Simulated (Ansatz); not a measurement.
**simple cubic against fcc along the 3d metals**

Theory: DFT, revPBE, plane waves (420 eV) with PAW, scalar-relativistic (Ansatz). The PAW files were generated under PBE, with cores re-solved for the functional.

Each structure is relaxed within its symmetry, in the lowest magnetic state of the tried starts. Differences under about 8 meV lie within the error of the k-point mesh.

```tsv
element	E(simple cubic) − E(fcc) (meV/atom)	V(simple cubic) (Å³/atom)	V(fcc) (Å³/atom)	state of simple cubic	state of fcc
Sc	720	27.22	25.53	spin not included	spin not included
Ti	787	19.00	17.81	spin not included	spin not included
V	609	14.95	14.16	spin not included	spin not included
Mn	636	14.04	11.85	antiferromagnetic	antiferromagnetic
Ni	694	12.93	11.12	ferromagnetic	ferromagnetic
Cu	454	14.35	12.26	spin not included	spin not included
Zn	188	18.87	15.69	spin not included	spin not included
```
